A crystal of hafnium nitride, a metal with the rocksalt structure, is calculated eight times on the same fixed cell. Only the cutoff changes: the largest kinetic energy, in eV, of the plane waves from which the orbitals are built, printed as "sweep value". Energies are counted from the run with the highest cutoff. Answer the seven questions below, with reasons.

DFTK 0.8.2, plane-wave DFT with the LDA functional and collinear spins, for HfN in a fixed 2-atom cell. GTH pseudopotentials (cp2k.nc.sr.lda.v0_1.largecore.gth; 12 valence electrons for Hf, 5 for N), 4×4×4 k mesh, Fermi–Dirac smearing of 0.1 eV, SCF tolerance 1e-6. The sweep value is the plane-wave cutoff in eV; energies are free energies, including the smearing term.

| sweep value | energy less tightest (meV/atom) | pressure (GPa) | largest force (eV/Å) | scf iterations |
| --- | --- | --- | --- | --- |
| 571.439 | 3892.8 | -99.30 | 0.000 | 14 |
| 734.707 | 1912.4 | -58.99 | 0.000 | 14 |
| 897.976 | 1023.3 | -38.70 | 0.000 | 13 |
| 1142.88 | 438.7 | -24.69 | 0.000 | 14 |
| 1387.78 | 191.8 | -17.70 | 0.000 | 13 |
| 1632.68 | 83.7 | -14.03 | 0.000 | 13 |
| 1959.22 | 24.2 | -11.59 | 0.000 | 13 |
| 2367.39 | 0.0 | -10.38 | 0.000 | 14 |

### 1. Why does the energy fall at every step, although the crystal stays the same?

A higher cutoff keeps all the earlier waves and adds shorter ones. The calculation looks for the lowest energy that its waves allow, so added freedom can only lower the result. The first step gains 1980 meV/atom and the last only 24 meV/atom. Short waves are needed only for the sharpest parts of the orbitals, and the weight of these waves dies off quickly.

### 2. What makes such high cutoffs necessary, and what would another element change?

Compact orbitals need short waves. In these potentials hafnium keeps its tight 5s and 5p shells among the active electrons, and the 2p shell of nitrogen is compact because no inner p shell lies beneath it. Both are well-known causes of slow convergence, but these runs do not separate their shares. The potentials matter too, because their shape near a nucleus helps to decide how sharp the orbitals are there. Softer potentials for the same two elements would need lower cutoffs. With potentials of the same kind, an element with smoother valence orbitals should need fewer short waves. In a compound, however, exchanging one element helps little if the other still needs them.

### 3. The largest force is zero and the iteration count hardly moves. Is the basis therefore good enough?

No. Each atom sits at a site of such high symmetry that the force on it vanishes at any cutoff. The 13 or 14 iterations show how readily the electron density settled within the chosen waves, not whether those waves suffice.

*Remark on the reasoning.* A quantity can test a setting only if an error in that setting is able to change it. Here energy and pressure pass this test.

### 4. Why is the pressure so strongly negative at low cutoff?

A negative pressure means that the cell seems to want to shrink. The program finds it by asking how the energy changes when the cell is stretched slightly with the same set of waves. Stretching the cell lengthens every wave and so lowers its kinetic energy. The stretched crystal is thus described with a lower effective cutoff, and its energy comes out too high. The calculation mistakes this loss of quality for a resistance to stretching, an error known as Pulay stress.

The size follows from the same picture. Let $V$ be the volume per atom, $E$ the energy per atom and $E_c$ the cutoff. Lengths grow as $V^{1/3}$ and kinetic energies fall as the inverse square of length, so a fixed set of waves has $E_c \propto V^{-2/3}$. The false part of the pressure is then

$$p_\text{Pulay} = \frac{2}{3V}\,\frac{\mathrm{d}E}{\mathrm{d}\ln E_c}.$$

It is negative because the energy falls with cutoff, and it fades as the energy curve flattens.

### 5. Estimate this false pressure between 1142.88 and 1387.78 eV. Does the formula hold elsewhere?

The energy falls by $438.7-191.8=246.9$ meV/atom, while $\ln E_c$ rises by 0.194. With $V=11.48$ Å³ and 1 eV/Å³ = 160.2 GPa,

$$p_\text{Pulay} \approx \frac{2}{3}\cdot\frac{160.2}{11.48}\cdot\frac{-0.2469}{0.194}\ \text{GPa} \approx -11.8\ \text{GPa}.$$

The mean pressure of the two runs is −21.2 GPa, so about −9.4 GPa remains. The formula has no adjustable constant and takes nothing from the pressure column. The separately computed pressures then show whether the remainder is steady, as it should be if the basis error at a given cutoff hardly depends on volume.

In the upper four intervals, of which this is the first, the remainder stays between −9.4 and −9.8 GPa. The false pressure therefore accounts closely for the change there. In the lowest interval the remainder is only about −6 GPa, or −4 GPa once the curvature of the pressure within the interval is allowed for. What remains is in essence the pressure at fixed cutoff, so its drift is no failure of the formula. It means that, when the basis is poor, the basis error at a given cutoff itself depends on volume.

*Remark on the reasoning.* The formula needs a slope, whereas the table offers steps. The printed output after this text shows the remainder for each interval with two ways of averaging the pressure.

### 6. Is the cell too large or too small, and would a low cutoff give the same verdict?

The remainder is still negative near the top of the sweep, so within this calculation the cell is too large. With a bulk modulus of roughly 300 GPa, a recalled value, a pressure of −9.7 GPa corresponds to a volume about 3% too large, or 1% in length. The cell was given, not relaxed in these runs. LDA commonly makes crystals smaller than measured, which is a likely cause if the given cell is close to the measured one. The pseudopotentials and the coarse mesh of k points may also contribute, and their effects are untested.

A low cutoff gives the same direction but the wrong size. Taken at face value, the −24.69 GPa at 1142.88 eV would suggest a far larger shrinkage. A curve of energy against volume, with the same cutoff at every volume, should avoid most of this error, because the number of waves then grows with the cell. The remainder of about −9 GPa around this cutoff supports that expectation.

### 7. Which digits of the energy can be trusted?

The zero in the last row is a reference, not the limit of a complete basis. To estimate the distance to that limit, two decay laws were fitted to the five runs above 1100 eV: one exponential in the cutoff, the other in its square root. They place the limit 7 and 16 meV/atom below the last run. Both follow the fitted runs to about 1 meV/atom, but with three constants for five runs this closeness cannot decide between them.

The three runs left out are more telling. There the first law gives errors that are too small and the second gives errors that are too large, which suggests a decay between the two, although runs at low cutoff need not follow the law of the tail. Through the basis alone, the total energy at the highest cutoff is thus uncertain in the second decimal of an eV per atom. The error of the coarse mesh of k points is untested and comes on top. At 1959.22 eV the two fits put the error at about 30 to 40 meV/atom, not the 24 meV/atom that the table suggests.

*Remark on the reasoning.* A difference from the best run understates the true error by whatever error the best run still has. This matters most near the end of a sweep, where the two are of similar size.

In practice, a cutoff should be judged by the quantity that is wanted. For a pressure, two runs at neighbouring cutoffs give the slope that estimates the false part. For an energy difference between two structures, the difference itself should be followed as the cutoff rises, since errors common to both may cancel.

Printed output of the fit:

```
Each row against the row before it:
      row  plane waves  waves estimated  energy step meV/atom  mean pressure GPa  Pulay pressure GPa  remainder GPa  remainder with log mean GPa
  571.439          725            712.2                   n/a                n/a                 n/a            n/a                          n/a
  734.707         1056             1038                 -1980             -79.14              -73.32         -5.827                       -3.828
  897.976         1424             1403                -889.1             -48.84              -41.22         -7.622                       -6.727
  1142.88         2044             2014                -584.6              -31.7              -22.55         -9.141                       -8.372
  1387.78         2733             2695                -246.9              -21.2              -11.83         -9.363                       -8.997
  1632.68         3479             3439                -108.1             -15.86              -6.189         -9.676                       -9.487
  1959.22         4573             4521                 -59.5             -12.81              -3.036         -9.774                       -9.601
  2367.39         6030             6005                 -24.2             -10.98               -1.19         -9.795                       -9.684
Change of Pulay pressure, first to last interval, as share of change of mean pressure (%): 105.8
fit of err on 5 rows (x > 1100): constant -7.2 +/- 0.83, coefficient of exp((1000 - x)/s) 711.3 +/- 2.6, s 305.6; rms 0.839, worst 1632.68 -1.15, leave-one-out rms 6.02
  rows outside the fit (model, value, miss): 571.439 2884, 3893, -1009; 734.707 1687, 1912, -225; 897.976 986, 1023, -37.3
fit of err on 5 rows (x > 1100): constant -16.34 +/- 0.92, coefficient of exp((sqrt(1000) - sqrt(x))/s) 750 +/- 3, s 4.375; rms 0.907, worst 1959.22 1.17, leave-one-out rms 6.77
  rows outside the fit (model, value, miss): 571.439 4361, 3893, 468; 734.707 2090, 1912, 177; 897.976 1079, 1023, 55.6
Rise of cutoff that halves the error, exponential in cutoff (eV): 211.8
Error left at the tightest cutoff, exponential in cutoff (meV/atom): 7.2
Error left at the tightest cutoff, exponential in root of cutoff (meV/atom): 16.34
Error left at the tightest cutoff, from leftover pressure and exponential in cutoff (meV/atom): 9.651
Error at 1959.22 eV against the limit, exponential in cutoff (meV/atom): 31.4
Error at 1959.22 eV against the limit, exponential in root of cutoff (meV/atom): 40.54
Rough volume change that would relieve the remaining pressure (%): -3.228
```
